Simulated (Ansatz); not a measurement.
Mg, DFT, PBE, all-electron PAW with datasets made for the crystal, scalar-relativistic (Ansatz 0.2.0), run on 1 thread of Arm Neoverse V2 on a shared host.

The cell is the one relaxed in the Materials Project (mp-1056702), not relaxed further here; entries there can be hypothetical. The listed cell was then made from it by scaling, straining or moving an atom.

Command: `ansatz run input.yaml --threads 1 --pin off --max-ram 3072MiB --backend cpu --events-out ev --progress --plain --runs-dir out`

```yaml
crystal:
  lattice:
    - [0.0, 2.244256, 2.28914112]
    - [2.244256, 0.0, 2.28914112]
    - [2.244256, 2.244256, 0.0]
  atoms:
    - { symbol: Mg, position: [0.0, 0.0, 0.0] }
kpoints:
  mp_grid: { grid: [16, 16, 16] }
scf:
  occupations: { method: fermi_dirac, width: 0.03 }
hamiltonian:
  xc: pbe
  pseudopotentials: { kind: all_electron, datasets: crystal }
output:
  forces: true
  stress: true
  eigenvalues: true
  efg: { contact_densities: true }
```

Q: How large is the problem that the program sets up?

A: 349 irreducible k-points, 59 plane waves at Γ, 5 bands.

Q: Estimate the wall time and the peak memory.

A: 3.2 s of wall time for 5 SCF iterations, with a peak of 0.26 GiB. Times on shared machines scatter by tens of per cent.

Q: And the same cell and mesh by PAW with the default files, asked for forces, stress, eigenvalues, efg, on the same hardware?

A: 3.3 s, peak memory 0.34 GiB.
